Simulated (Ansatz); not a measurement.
## Density of states of Se

```
Se
1.0
     4.35517    0.00000    0.00000
    -2.17758    3.77169    0.00000
     0.00000    0.00000    4.94945
Se
3
Direct
  0.21700 0.00000 0.16667
  0.00000 0.21700 0.83333
  0.78300 0.78300 0.50000
```

The geometry is COD entry 9008579, unchecked; take it as a test cell.

Theory: DFT, PBE, all-electron LAPW, scalar-relativistic (Ansatz 0.2.0).

The runs use a Γ-centred 8×8×6 k mesh, Fermi–Dirac smearing of 0.02 eV, basis error target 1 meV/atom, no spin polarisation.

States per eV and cell, averaged over 0.4 eV, from -12.6 to 6.8 eV, with energies (bin centres) from the valence-band top; empty bins are left out. The partial columns, the largest 2 alone, are projections on Löwdin-orthogonalised atomic shells (those that the program's projection atoms carry: the occupied ones and, for some elements, an empty d or f shell; other empty shells have no column), summed over atoms of an element. Weights on diffuse s and p shells depend on that basis and aren't pure angular character.

```
E (eV)  total  Se 4p  Se 4s
 -12.5   0.79   0.14   0.65
 -12.1   0.44   0.08   0.36
 -11.7   0.67   0.11   0.56
 -11.3   0.89   0.15   0.74
 -10.9   0.97   0.16   0.81
 -10.5   1.46   0.22   1.24
 -10.1   0.72   0.09   0.62
  -9.7   0.28   0.03   0.25
  -9.3   0.02   0.00   0.02
  -6.1   0.19   0.19   0.00
  -5.7   1.49   1.44   0.03
  -5.3   2.94   2.83   0.09
  -4.9   3.29   3.09   0.17
  -4.5   1.73   1.59   0.12
  -4.1   1.43   1.30   0.12
  -3.7   1.94   1.76   0.16
  -3.3   1.96   1.78   0.16
  -2.9   0.56   0.51   0.04
  -2.5   1.29   1.20   0.07
  -2.1   2.29   2.15   0.10
  -1.7   3.78   3.55   0.16
  -1.3   2.14   2.05   0.06
  -0.9   2.68   2.59   0.06
  -0.5   1.67   1.58   0.06
  -0.1   0.61   0.57   0.03
   1.1   0.02   0.01   0.00
   1.5   1.44   1.23   0.12
   1.9   2.82   2.42   0.20
   2.3   2.58   2.22   0.15
   2.7   3.25   2.87   0.11
   3.1   2.45   2.20   0.08
   3.5   1.49   1.36   0.04
   3.9   0.88   0.81   0.02
   4.3   0.07   0.06   0.00
   5.5   0.08   0.00   0.00
   5.9   1.62   0.08   0.00
   6.3   3.45   0.19   0.01
   6.7   1.13   0.03   0.00
```

Task: Which of the resolved shells contributes most in the top eV of the valence band?

Result: Se 4p, with 95 % of all states there; Se 4s follows with 3 %.
